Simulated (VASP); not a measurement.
A VASP 6.6.1 single-point calculation on CdTe

INCAR

```
EDIFF = 1E-7
LDAUL = 2 -1
GGA = PE
NSW = 0
LDAUJ = 0 0
LDAU = .TRUE.
NELM = 96
ISIF = 2
SIGMA = 0.02
ISMEAR = -1
IBRION = -1
LCHARG = .FALSE.
LMAXMIX = 4
LDAUTYPE = 2
LREAL = .FALSE.
LWAVE = .FALSE.
NBANDS = 16
LASPH = .TRUE.
LDAUU = 2.0 0
ENCUT = 520
PREC = Normal
```

KPOINTS

```
KPOINTS created by Atomic Simulation Environment
0
Gamma
6 6 6
0 0 0
```

POSCAR

```
Cd Te
 1.0000000000000000
     0.0000000000000000    3.2799551162000000    3.3783537696999999
     3.2799551162000000    0.0000000000000000    3.3783537696999999
     3.2799551162000000    3.2799551162000000    0.0000000000000000
 Cd  Te
   1   1
Cartesian
  0.0000000000000000  0.0000000000000000  0.0000000000000000
  1.6399775581000000  1.6399775581000000  1.6891768848500004
```

The recommended PBE PAW datasets give the neutral cell 18 valence electrons.

Command

```
mpirun -np 1 vasp_std
```

OSZICAR

```
N       E                     dE             d eps       ncg     rms          rms(c)
DAV:   1     0.965568666510E+02    0.96557E+02   -0.83561E+03   992   0.967E+02
DAV:   2    -0.889723909112E+00   -0.97447E+02   -0.93225E+02  1160   0.227E+02
DAV:   3    -0.460282342581E+01   -0.37131E+01   -0.37085E+01  1176   0.471E+01
DAV:   4    -0.463691342896E+01   -0.34090E-01   -0.34089E-01  1512   0.397E+00
DAV:   5    -0.463698935710E+01   -0.75928E-04   -0.75928E-04  1248   0.177E-01    0.508E+00
DAV:   6    -0.443396036180E+01    0.20303E+00   -0.35665E-01  1112   0.670E+00    0.403E+00
DAV:   7    -0.442288274012E+01    0.11078E-01   -0.10524E-01  1120   0.209E+00    0.154E+00
DAV:   8    -0.442478044164E+01   -0.18977E-02   -0.11707E-02  1080   0.118E+00    0.463E-01
DAV:   9    -0.442529032669E+01   -0.50989E-03   -0.11712E-03  1168   0.341E-01    0.109E-01
DAV:  10    -0.442534200602E+01   -0.51679E-04   -0.13000E-04  1248   0.125E-01    0.643E-02
DAV:  11    -0.442538808035E+01   -0.46074E-04   -0.79984E-05  1112   0.576E-02    0.359E-02
DAV:  12    -0.442538742343E+01    0.65692E-06   -0.27621E-06  1280   0.128E-02    0.209E-02
DAV:  13    -0.442538785509E+01   -0.43166E-06   -0.38223E-06  1168   0.926E-03    0.104E-02
DAV:  14    -0.442538798434E+01   -0.12925E-06   -0.65823E-07  1248   0.501E-03    0.679E-03
DAV:  15    -0.442538814597E+01   -0.16163E-06   -0.57573E-08  1016   0.115E-03    0.329E-03
DAV:  16    -0.442538821713E+01   -0.71156E-07   -0.40183E-08   920   0.112E-03
   1 F= -.44253882E+01 E0= -.44253882E+01  d E =-.160890E-08
```

From OUTCAR

```
k-points           NKPTS =     30   k-points in BZ     NKDIM =     30   number of bands    NBANDS=     16

   NELECT =      18.0000    total number of electrons

   dimension x,y,z NGX =    28 NGY =   28 NGZ =   28
   dimension x,y,z NGXF=    56 NGYF=   56 NGZF=   56

  energy-cutoff  :      520.00
  volume of cell :       72.69
      direct lattice vectors                 reciprocal lattice vectors
     0.000000000  3.279955116  3.378353770    -0.152441110  0.152441110  0.148001078
     3.279955116  0.000000000  3.378353770     0.152441110 -0.152441110  0.148001078
     3.279955116  3.279955116  0.000000000     0.152441110  0.152441110 -0.148001078

 k-points in reciprocal lattice and weights: KPOINTS created by Atomic Simulation Env
   0.00000000  0.00000000  0.00000000       0.005
   0.16666667  0.00000000  0.00000000       0.037
   0.33333333  0.00000000  0.00000000       0.037
   0.50000000  0.00000000  0.00000000       0.019
   0.16666667  0.16666667  0.00000000       0.009
   0.33333333  0.16666667  0.00000000       0.037
   0.50000000  0.16666667  0.00000000       0.037
  -0.33333333  0.16666667  0.00000000       0.037
   ...

 E-fermi :   2.0719

 k-point     1 :       0.0000    0.0000    0.0000
  band No.  band energies     occupation
      1      -9.0316      2.00000
      2      -7.1138      2.00000
      3      -7.1079      2.00000
      4      -7.1079      2.00000
      5      -6.9141      2.00000
      6      -6.9136      2.00000
      7       1.6601      2.00000
      8       1.7550      2.00000
      9       1.7550      2.00000
     10       2.3750      0.00000
     11       6.4406      0.00000
     12       6.4406      0.00000
     13       6.4498      0.00000
     14       9.1486      0.00000
     15      10.7150      0.00000
     16      11.1267      0.00000

 k-point     2 :       0.1667    0.0000    0.0000
  band No.  band energies     occupation
      1      -8.9678      2.00000
      2      -7.0988      2.00000
      3      -7.0947      2.00000
      4      -7.0134      2.00000
      5      -6.9150      2.00000
      6      -6.9137      2.00000
      7       0.0943      2.00000
      8       1.4911      2.00000
      9       1.5752      2.00000
     10       3.4881      0.00000
     11       6.4571      0.00000
     12       6.7563      0.00000
     13       6.7567      0.00000
     14       9.9623      0.00000
     15      10.2002      0.00000
     16      10.2567      0.00000

 k-point     3 :       0.3333    0.0000    0.0000
  band No.  band energies     occupation
      1      -8.8538      2.00000
      2      -7.0759      2.00000
      3      -7.0713      2.00000
      4      -6.9143      2.00000
      5      -6.9110      2.00000
      6      -6.7285      2.00000
      7      -1.5552      2.00000
      8       1.1490      2.00000
      9       1.2693      2.00000
     10       3.6344      0.00000
     11       6.9398      0.00000
     12       7.0685      0.00000
     13       7.8598      0.00000
     14       9.8171      0.00000
     15      10.5204      0.00000
     16      10.5537      0.00000

 ...

  Total        0.0847689      0.0847689     -0.1457785      0.0000000      0.0000000      0.0000000
  in kB        1.8684268      1.8684268     -3.2131664      0.0000000      0.0000000      0.0000000
  external PRESSURE =       0.1745624 kB  Pullay stress =       0.0000000 kB

 POSITION                                       TOTAL-FORCE (eV/Angst)
 -----------------------------------------------------------------------------------
      0.00000      0.00000      0.00000         0.000000      0.000000      0.000000
      1.63998      1.63998      1.68918        -0.000000     -0.000000     -0.000000
 -----------------------------------------------------------------------------------
    total drift:                               -0.000002     -0.000002     -0.000002

  FREE ENERGIE OF THE ION-ELECTRON SYSTEM (eV)
  ---------------------------------------------------
  free  energy   TOTEN  =        -4.4253882171 eV

  energy  without entropy=       -4.4253882155  energy(sigma->0) =       -4.42538822
```

It converged. Results: gap between bands v and c on the k mesh 0.62 eV; least direct gap on the k mesh 0.62 eV; pressure 0.0 GPa. Band v is the last that the valence electrons fill when counted band by band, and c is the next.

For comparison, a separate PBE run of the intended cell, on usual settings and not on those above, gives a gap of 0.54 eV on its mesh and a pressure of 0.0 GPa.

The run above took about 23 s on one core of a shared host (Intel Xeon Platinum 8488C) and held 0.18 GiB at most.
